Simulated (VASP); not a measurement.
# TiPt₃: energy at fixed spin moment

TiPt₃, Pm-3m (no. 221), 4 atoms in the cell. PBE, fixed spin moment; PAW potentials Pt, Ti_sv (PBE set).

Volume against the source cell: 1.

## Input

INCAR.step1:
```
SYSTEM = TiPt3
ALGO     = Normal         ! electronic algorithm
EDIFF    = 1E-7           ! SCF threshold, eV
ENCUT    = 450            ! plane-wave cutoff, eV
GGA      = PE             ! functional
ISIF     = 2              ! what is computed and relaxed
ISMEAR   = 1              ! smearing method
ISPIN    = 2              ! spin polarisation
LASPH    = .TRUE.         ! aspherical terms in the spheres
LCHARG   = .FALSE.        ! write CHGCAR
LMAXMIX  = 4              ! l up to which the mixer works
LORBIT   = 11             ! projections on sites
LREAL    = .FALSE.        ! projectors in reciprocal space
LWAVE    = .FALSE.        ! write WAVECAR
MAGMOM   = 0 0 0 0        ! initial moments
NELM     = 200            ! most SCF steps
NUPDOWN  = 0.0            ! fixed moment
PREC     = Accurate       ! precision mode
SIGMA    = 0.1            ! smearing width, eV
```

INCAR.step2, as INCAR.step1 but for:
```
- MAGMOM = 0 0 0 0
- NUPDOWN = 0.0
+ MAGMOM = 0.1381 0.1381 0.1381 0.1381
+ NUPDOWN = 0.55
```

INCAR.step3 to INCAR.step9 change the same tags again: MAGMOM = 0.2762 0.2762 0.2762 0.2762, 0.4144 0.4144 0.4144 0.4144, 0.5525 0.5525 0.5525 0.5525, 0.6906 0.6906 0.6906 0.6906, 0.8288 0.8288 0.8288 0.8288, 0.9669 0.9669 0.9669 0.9669, 1.105 1.105 1.105 1.105; NUPDOWN = 1.1, 1.66, 2.21, 2.76, 3.32, 3.87, 4.42.

INCAR.step10, as INCAR.step9 but for:
```
- NUPDOWN = 4.42
```

KPOINTS:
```
k-points
0
Gamma
  11 11 11
```

POSCAR:
```
TiPt3
1.0
    3.8970000000      0.0000000000      0.0000000000
    0.0000000000      3.8970000000      0.0000000000
    0.0000000000      0.0000000000      3.8970000000
Pt Ti
3 1
Direct
    0.5000000000      0.5000000000      0.0000000000
    0.5000000000      0.0000000000      0.5000000000
    0.0000000000      0.5000000000      0.5000000000
    0.0000000000      0.0000000000      0.0000000000
```

Commands (each step's output is kept before the next begins):
```
cat potpaw_PBE.64/Pt/POTCAR potpaw_PBE.64/Ti_sv/POTCAR > POTCAR
cp INCAR.step1 INCAR
mpirun -np 4 vasp_std > vasp.out
rm WAVECAR CHG
cp INCAR.step2 INCAR
mpirun -np 4 vasp_std > vasp.out
rm WAVECAR CHG
cp INCAR.step3 INCAR
mpirun -np 4 vasp_std > vasp.out
rm WAVECAR CHG
cp INCAR.step4 INCAR
mpirun -np 4 vasp_std > vasp.out
rm WAVECAR CHG
cp INCAR.step5 INCAR
mpirun -np 4 vasp_std > vasp.out
rm WAVECAR CHG
cp INCAR.step6 INCAR
mpirun -np 4 vasp_std > vasp.out
rm WAVECAR CHG
cp INCAR.step7 INCAR
mpirun -np 4 vasp_std > vasp.out
rm WAVECAR CHG
cp INCAR.step8 INCAR
mpirun -np 4 vasp_std > vasp.out
rm WAVECAR CHG
cp INCAR.step9 INCAR
mpirun -np 4 vasp_std > vasp.out
rm WAVECAR CHG
cp INCAR.step10 INCAR
mpirun -np 4 vasp_std > vasp.out
```

## Result

- Moment at the minimum, by a parabola in the squared moment through the lowest point and its neighbours (muB per cell): 0.00
- Energy there by the same parabola, against the smallest moment (meV/atom): 0.0
- Moment left free (muB per cell): 0.00

Energy at fixed total moment:

| Moment (muB per cell) | Energy (meV/atom) | Pressure (GPa) |
|---|---|---|
| 0.00 | 0.0 | 9.8 |
| 0.55 | 25.9 | 9.8 |
| 1.10 | 81.3 | 10.1 |
| 1.66 | 161.6 | 10.8 |
| 2.21 | 264.8 | 12.4 |
| 2.76 | 387.5 | 14.3 |
| 3.32 | 531.9 | 16.5 |
| 3.87 | 691.9 | 19.2 |
| 4.42 | 866.7 | 22.3 |

VASP 6.6.1 took 434 s on 4 cores (Intel Xeon Platinum 8259CL @ 2.50GHz (Skylake/Cascade Lake)), a shared host.
